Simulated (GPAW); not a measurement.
Crystal: CoO.

```
Co O
1.0
     0.00000    2.13150    2.13150
     2.13150    0.00000    2.13150
     2.13150    2.13150    0.00000
Co O
1 1
Cartesian
  0.0000 0.0000 0.0000
  2.1315 2.1315 2.1315
```

Program: GPAW 26.7.0. Alike in all runs: spin collinear, ferromagnetic start; cell as given; k mesh 11 × 11 × 11; cutoff (eV) 800.

Task: Order these runs on this cell by their pressure, lowest first.
A. level r2SCAN; potentials or basis GPAW PAW data sets (gpaw-data 1.2.1), pw; smearing fermi-dirac 0.05 eV; band path GXWKGLUWLK,UX; band points 80
B. level PBE; potentials or basis GPAW PAW data sets (gpaw-data 1.2.1), pw; smearing gaussian 0.018 eV
C. level BLYP; potentials or basis PAW data sets generated in the run's folder for this functional, pw; smearing fermi-dirac 0.05 eV; eigensolver davidson; band path GXWKGLUWLK,UX; band points 60

Result: A (-6.4 GPa), B (-1.0 GPa), C (5.3 GPa).

Caveats: a cell with one magnetic atom can't hold antiferromagnetic order, which such compounds often take; the PAW data sets were made with another functional, which shifts forces and pressure a little (some runs).
